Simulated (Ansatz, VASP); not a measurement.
# BaS in VASP and in Ansatz

INCAR

```
SYSTEM = BaS
  ALGO = Normal
  EDIFF = 1E-6
  ENCUT = 520
  GGA = PE
  ISIF = 2
  ISMEAR = 0
  LASPH = .True.
  LCHARG = .False.
  LREAL = .False.
  LWAVE = .False.
  NBANDS = 15
  NELM = 80
  PREC = Accurate
  SIGMA = 0.01
```

KPOINTS

```
k-points
0
Gamma
  6 6 6
  0 0 0
```

File POSCAR:

```
BaS
1.0
    0.0000000000      3.5542596983      3.5542596983
    3.5542596983      0.0000000000      3.5542596983
    3.5542596983      3.5542596983      0.0000000000
Ba S
1 1
Direct
    0.0000000000      0.0000000000      0.0000000000
    0.2500000000      0.2500000000      0.2500000000
```

Input for Ansatz:

```yaml
crystal:
  lattice:
    - [0.0, 3.5542596983, 3.5542596983]
    - [3.5542596983, 0.0, 3.5542596983]
    - [3.5542596983, 3.5542596983, 0.0]
  atoms:
    - { symbol: Ba, position: [0.0, 0.0, 0.0] }
    - { symbol: S, position: [0.25, 0.25, 0.25] }
kpoints:
  mp_grid: { grid: [6, 6, 6] }
hamiltonian:
  xc: pbe
scf:
  occupations: { method: fixed }
  n_extra_bands: 4
output:
  forces: true
  stress: true
  eigenvalues: true
```

Alike in both runs: task single point; functional PBE; k mesh 6 × 6 × 6; no spin polarisation.

|  | VASP | Ansatz |
| --- | --- | --- |
| version | VASP 6.6.1 | Ansatz 0.2.0 |
| potentials or method | VASP PAW PBE potentials, release 64 (Ba_sv, S) | plane waves, PAW |
| plane-wave cutoff (eV) | 520 | 420 |
| occupations | gaussian, width 0.01 eV | fixed |
| valence electrons in the cell | 16 | 16 |

```tsv
	VASP	Ansatz	Ansatz less VASP
gap on the k mesh at the Fermi level (eV)	2.72	2.70	-0.013
pressure (GPa)	-0.4	-0.8	-0.37
```

Caveats: spin-orbit coupling is left out, which moves the levels of the heavy elements. A k mesh can miss the band edges. As with any semilocal functional, this PBE gap is likely too small.
